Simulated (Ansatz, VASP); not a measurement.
**Two plane-wave programs on HfN**

```xyz
2
Lattice="0.0000 2.2590 2.2590 2.2590 0.0000 2.2590 2.2590 2.2590 0.0000" Properties=species:S:1:pos:R:3 pbc="T T T"
Hf    0.0000    0.0000    0.0000
N     2.2590    2.2590    2.2590
```

Alike in both runs: task electric field gradients; functional PBEsol; k mesh 18 × 18 × 18; occupations fermi-dirac, width 0.05 eV; no spin polarisation.

```csv
,VASP,Ansatz
version,VASP 6.6.1,Ansatz 0.2.0
potentials or method,"VASP PAW PBE potentials, release 64 (Hf_pv, N)","plane-wave PAW, scalar-relativistic"
plane-wave cutoff (eV),520,420
valence electrons in the cell,15,31
```

```tsv
	VASP	Ansatz	Ansatz less VASP
pressure (GPa)	-5.2	-3.0	+2.19
Vzz of the field gradient on the site that differs most (V/Å²)	0.0	0.0	0.00
```

The two sets of potentials don't hold the same shells in valence. Ansatz warned: «gradients_without_spin_orbit».

Caveats: the PAW data sets were made with another functional, which shifts forces and pressure a little (VASP). Spin-orbit coupling is left out, which matters for the levels of Hf.
